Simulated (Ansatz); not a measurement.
The following input was run with Ansatz 0.2.0.

```yaml
crystal:
  lattice:
    - [3.7871356522, 0.0, 0.0]
    - [0.0, 5.2991342132, 0.0]
    - [0.0, 0.0, 3.8258331518]
  atoms:
    - { symbol: Cd, position: [0.5, 0.5, 0.330351261] }
    - { symbol: Cd, position: [0.0, 0.0, 0.669648739] }
    - { symbol: S, position: [0.5, 0.0, 0.279669586] }
    - { symbol: S, position: [0.0, 0.5, 0.720330414] }
basis:
  ecutwfc: 420
kpoints:
  mp_grid: { grid: [10, 8, 10] }
hamiltonian:
  xc: pbe
scf:
  occupations: { method: gaussian, width: 0.05 }
output:
  forces: true
  stress: true
  eigenvalues: true
```

It can be run as
```bash
ansatz run input.yaml --threads 1 --pin off --backend cpu --events-out ev --progress --plain --runs-dir out  # memory cap (--max-ram) not shown
```

Level of theory: DFT PBE, scalar-relativistic, plane waves, PAW (Ansatz 0.2.0).

From the run's log, abridged:

```
Pseudopotentials: kind: paw
Pseudopotential: Cd, paw, valence charge 20, recommended cutoff 420 eV (normal)
Pseudopotential: S, paw, valence charge 6, recommended cutoff 420 eV (normal)
Functional definition: PBE
Crystal: 4 atoms, lattice volume = 76.779 Å³
Basis set: ecut = 420 eV, 1493 PW (Γ), exchange–correlation on 54×72×54 points (8 copies of the dense FFT grid, shifted against one another)
Bands: 32, of which v1, the nominal top of the filled ones, is band 26 counted from 1 (25 counted from 0)
Symmetry: 8 space group operations
Space group: Pmmn (ITA 59), of the structure as read, at distance tolerance 4.3e-5 Å
k-points: 180 of 800
Initial density: superposition of atomic densities (neutral atoms: chi_scale 0, normalization atom), corrected by the library's trained network
Initial wavefunctions: pseudopotential atomic-orbital guess
Functional: x = pbe(κ = 0.804, μ = 0.21951497), c = pbe(β = 0.06672455)
SCF iter   1: F=—  HF=-18314.340841 eV  |F-HF|=—  |Δ(HF+E_count)|=         —  Δρ=1.06e-3  dr2=8.20e-4  ethr=1.77e-3  ⟨swp⟩=6.0  Hψ=22423  notcnv=0
SCF iter   2: F=—  HF=-18314.341438 eV  |F-HF|=—  |Δ(HF+E_count)|=   5.98e-4  Δρ=5.42e-4  dr2=2.21e-4  ethr=1.58e-6  ⟨swp⟩=2.3  Hψ=11219  notcnv=0
SCF iter   3: F=—  HF=-18314.341607 eV  |F-HF|=—  |Δ(HF+E_count)|=   1.68e-4  Δρ=1.95e-4  dr2=2.06e-5  ethr=4.25e-7  ⟨swp⟩=2.1  Hψ=8575  notcnv=0
automatic band count: iteration 3 solves 31 bands in place of 32: the levels show a gap, and the empty bands left out lie too high to hold charge; the band table lists the bands solved (type scf.n_extra_bands for more)
SCF iter   4: F=—  HF=-18314.341597 eV  |F-HF|=—  |Δ(HF+E_count)|=   9.44e-6  Δρ=5.59e-5  dr2=2.28e-6  ethr=3.96e-8  ⟨swp⟩=2.1  Hψ=8641  notcnv=0
SCF iter   5: F=—  HF=-18314.341599 eV  |F-HF|=—  |Δ(HF+E_count)|=   1.83e-6  Δρ=2.25e-5  dr2=2.93e-7  ethr=4.39e-9  ⟨swp⟩=2.0  Hψ=8343  notcnv=0
SCF iter   6: F=-18314.341599 eV  HF=-18314.341599 eV  |F-HF|=2.00e-8  |Δ(HF+E_count)|=   1.73e-7  Δρ=5.03e-6  dr2=1.65e-8  ethr=1.92e-10  ⟨swp⟩=6.6  Hψ=22464  notcnv=0
SCF 1 converged in 6 iterations: F = -18314.341599 eV  dr2 = 1.65e-8
SCF converged after 6 iterations
Free energy (F): -18314.341599 eV
Harris-Foulkes:  -18314.341599 eV  (|F-HF|=2.00e-8)
Internal energy: -18314.341599 eV  (E = F + TS)
E sigma→0 (E₀):  -18314.341599 eV
Fermi energy:    11.164395 eV
--- Per-component energies (eV) ---
  E_band       = -834.569935
  E_kinetic    = 1230.611706
  E_local      = -7012.238997  (includes V_loc(G=0)·N_el)
  E_nonlocal   = 125.961551
  E_hartree    = 3267.586007
  E_xc         = -550.651605
  E_vxc        = -622.220894  (∫ρ·V_xc dr)
  E_paw        = -9368.519988  (= ΣΔE_a)
  E_vpaw       = -1091.861713  (= ΣTr[D̂ρ^β])
  E_aug_tail   = 0.000030  (compensation charges beyond the density's cutoff)
  E_ewald      = -6007.090302
  E_smearing   =  0.000000  (= −TS)
--- Forces (eV/Å), atoms counted from 1 ---
  atom   1  Cd     0.00000000     0.00000000    -1.62708253
  atom   2  Cd     0.00000000     0.00000000     1.62708253
  atom   3  S      0.00000000     0.00000000    -1.81056595
  atom   4  S      0.00000000     0.00000000     1.81056595
--- Stress (GPa, compression-positive) ---
       19.616463       0.000000       0.000000
        0.000000       9.912802       0.000000
        0.000000       0.000000      12.079216
  P = ⅓ Tr σ = 13.8695 GPa (138.695 kbar)
--- Band table (eV; the first three rows and the last of 180) ---
  k-point 0: bands = ["-90.9306", "-90.9303", "-52.0276", "-52.0268", "-52.0058", "-52.0037", "-52.0027", "-51.9982", "-2.6595", "-1.6643", "2.6921", "2.7181", "2.8202", "2.8204", "2.8801", "2.9390", "2.9965", "3.1881", "3.3525", "4.2174", "6.0338", "8.4872", "8.7174", "9.9182", "9.9489", "10.0983", "11.4335", "12.0920", "16.1809", "19.2815", "19.6717"]
  k-point 1: bands = ["-90.9306", "-90.9303", "-52.0277", "-52.0269", "-52.0057", "-52.0037", "-52.0027", "-51.9982", "-2.6042", "-1.6416", "2.6938", "2.6994", "2.7863", "2.8325", "2.8857", "2.9415", "2.9883", "3.1575", "3.3492", "4.1669", "6.1351", "8.2774", "8.6109", "9.5183", "9.8924", "10.1845", "11.7466", "12.7455", "16.3305", "19.1472", "19.1584"]
  k-point 2: bands = ["-90.9306", "-90.9303", "-52.0279", "-52.0272", "-52.0057", "-52.0037", "-52.0026", "-51.9982", "-2.4481", "-1.5859", "2.6320", "2.7007", "2.7173", "2.8302", "2.9010", "2.9654", "2.9803", "3.0849", "3.3401", "4.0150", "6.4132", "7.5740", "8.6831", "8.9519", "9.7204", "10.4097", "12.5928", "13.8057", "16.7097", "18.4061", "18.5424"]
  k-point 179: bands = ["-90.9304", "-90.9304", "-52.0281", "-52.0281", "-52.0065", "-52.0065", "-51.9998", "-51.9998", "-1.5283", "-1.5283", "2.5914", "2.5914", "2.9527", "2.9527", "2.9707", "2.9707", "3.2539", "3.2539", "3.9049", "3.9049", "6.6232", "6.6232", "7.4090", "7.4090", "8.2762", "8.2762", "14.5905", "14.5905", "17.2328", "17.2328", "18.7125"]
```

The calculation finished and met its thresholds.